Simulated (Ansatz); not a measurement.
The system is NiO.

```xyz
2
Lattice="0.0000 2.0913 2.0913 2.0913 0.0000 2.0913 2.0913 2.0913 0.0000" Properties=species:S:1:pos:R:3 pbc="T T T"
Ni    0.0000    0.0000    0.0000
O     2.0913    2.0913    2.0913
```

Base run:

| Item | Value |
| --- | --- |
| Program | Ansatz 0.2.0 |
| Functional | PBE |
| Potentials or basis | Ansatz PAW |
| Cutoff | 420 eV |
| Density cutoff | 1680 eV |
| k mesh | 11 × 11 × 11 |
| Occupations | fermi-dirac, width 0.05 eV |
| Spin | collinear spin, ferromagnetic start |
| Starting moments | [1.0, 0.0] μB |
| Hubbard terms | Ni d U = 2 eV |

Its results: band gap on the k mesh 0.35 eV, indirect (least direct gap 1.22 eV); pressure 8.8 GPa; net moment 2.00 μB per cell; site moments Ni +1.63; O +0.30 μB.

**Question.** After a change of settings the same cell gave: band gap on the k mesh 2.18 eV, indirect (least direct gap 2.84 eV); pressure 12.3 GPa; net moment 2.00 μB per cell; site moments Ni +1.72; O +0.21 μB. Which change was it?
A. hubbard terms from Ni d U = 2 eV to Ni d U = 5 eV
B. hubbard terms from Ni d U = 2 eV to none; hubbard projectors from ortho-atomic (the default) to none
C. hubbard terms from Ni d U = 2 eV to Ni d U = 6 eV

**Answer.** C.

Caveats: the magnetic or orbital state may not be the lowest; a cell with one magnetic atom can't hold antiferromagnetic order, which such compounds often take.

Not every run made on this cell is shown here.
